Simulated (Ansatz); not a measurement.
## K: enthalpy under pressure, worked through

These are results of Ansatz, DFT PBE, scalar-relativistic, plane waves, PAW, not measurements. Run with 420 eV cutoff, 12×12×12 k-mesh, Gaussian smearing of 0.10 eV, no spin polarisation.

Reference structure (relaxed):

```xyz
1
Lattice="-2.6413 2.6413 2.6413 2.6413 -2.6413 2.6413 2.6413 2.6413 -2.6413" Properties=species:S:1:pos:R:3 pbc="T T T"
K     0.0000    0.0000    0.0000
```

Cell and atoms were relaxed at each target pressure within the start's symmetry (Im-3m), at zero temperature; other phases can be more stable under pressure. H = E + PV with P the target; E is the free energy at the smearing used, whose derivative the pressure is, per atom and counted from zero pressure. The mesh named is that at zero pressure; some other pressures ran on another.

```csv
P (GPa),V (Å³/atom),E − E0 (meV),H − H0 (meV)
0,73.709,0.0,0.0
2,54.153,94.8,770.8
5,43.753,307.6,1673.0
10,35.612,672.2,2894.9
20,27.551,1397.4,4836.6
40,18.591,3023.4,7664.8
```

Problem. Thermodynamics gives dH/dP = V along a relaxed path. Integrate V over P by the trapezoid rule and compare with the computed enthalpies.

Solution. With 1 eV/Å³ = 160.22 GPa, each step adds the mean volume times ΔP / 160.22:
| P (GPa) | ∫V dP (meV) | H − H0 (meV) | difference (meV) |
| --- | --- | --- | --- |
| 2 | 798.0 | 770.8 | 27.3 |
| 5 | 1714.7 | 1673.0 | 41.7 |
| 10 | 2953.0 | 2894.9 | 58.1 |
| 20 | 4924.2 | 4836.6 | 87.6 |
| 40 | 7804.2 | 7664.8 | 139.4 |

V(P) curves upward, so the trapezoid rule runs high; integrating a smooth curve through the same points (P as a polynomial of degree 4 in ln V) puts that excess at about 116.6 meV at 40 GPa, against the 139.4 meV found. What is left comes from the shape of V(P) between points this far apart, and from the mesh, the smearing and the stress tolerance.

Problem. At 40 GPa, how much of the enthalpy change is stored energy and how much is the PV term?

Solution. E rises by 3023 meV/atom and PV is 40 × 18.591 / 160.22 = 4641 meV/atom, so PV makes 61 % of ΔH. So between rival structures at high pressure a small difference in volume can outweigh the difference in energy: 1 % of this volume is worth 46.4 meV/atom at this pressure.

Problem. What bulk modulus do the lowest pressures give?

Solution. From the pressures that the runs reached, 0.00 GPa (73.709 Å³) and 1.98 GPa (54.153 Å³), B = −ΔP/Δln V = 1.98 / 0.3083 = 6 GPa, a mean over that range.